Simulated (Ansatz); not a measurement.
Two isomers of C5H6: A = `C=C1C=C1C`, B = `C1=CCC=C1`.

Program: Ansatz. Geometries: PBE0-D4/def2-TZVP. ΔE: electronic, gas phase. CCSD(T)/CBS adds triple-zeta CCSD(T) − MP2 to the extrapolated MP2 energy (def2 sets, frozen cores). DFT in def2-TZVPP.

A:

```xyz
11

C     1.6804    1.0938   -0.7404
C     0.6865    0.6801    0.0354
C    -0.1137    0.7341    1.2190
C    -0.4219   -0.1809    0.3234
C    -1.2670   -1.2937   -0.1193
H     2.3190    1.9139   -0.4386
H     1.8738    0.6193   -1.6937
H    -0.3259    1.1914    2.1724
H    -0.6512   -2.1798   -0.2976
H    -2.0390   -1.5353    0.6118
H    -1.7412   -1.0429   -1.0724
```

B:

Z-matrix (Å, degrees):
```
C
C 1 1.493
C 1 1.493 2 103.4
H 1 1.098 2 112.0 3 -120.7
H 1 1.098 2 111.9 3 120.7
C 2 1.342 1 109.1 3 0.0
H 2 1.081 1 124.1 3 -180.0
C 3 1.342 1 109.1 2 -0.0
H 3 1.081 1 124.1 2 -180.0
H 6 1.082 2 126.1 1 180.0
H 8 1.082 3 126.1 1 -180.0
```

(1) Which is lower in electronic energy at CCSD(T)/CBS, and by how much? (Best estimate.)

(2) Give E(B) − E(A) in kJ/mol with BLYP-D4, r2SCAN-D4, CCSD(T)/def2-SVP, B2PLYP, HF/def2-TZVPP, PBE-D4, CCSD/def2-TZVPP. (An estimate is asked.)

(3) Does the order hold for the free energy at 298.15 K (harmonic terms from PBE0-D4)? (An estimate is asked.)

Largest T1 diagnostic: 0.012.

Results:

(1) The calculation gave: B, by 211.0 kJ/mol.

(2) The calculation gave: BLYP-D4 -188.7, r2SCAN-D4 -195.1, CCSD(T)/def2-SVP -209.2, B2PLYP -199.0, HF/def2-TZVPP -190.3, PBE-D4 -191.3, CCSD/def2-TZVPP -209.1. None reverses the order clearly.

(3) Computed: Yes: G(B) − G(A) = -196.0 kJ/mol.

Leaving LDA and LC-ωPBE aside and taking each functional with its dispersion term where it has one, the values, not all of them listed here, spread over 18.9 kJ/mol, from PBE-QIDH to BLYP-D4. LDA lies −19.9 kJ/mol from PBE without D4. From PBE to PBE0 (25 % exact exchange), in def2-TZVPP and without D4, E(B) − E(A) moves by −7.0 kJ/mol.
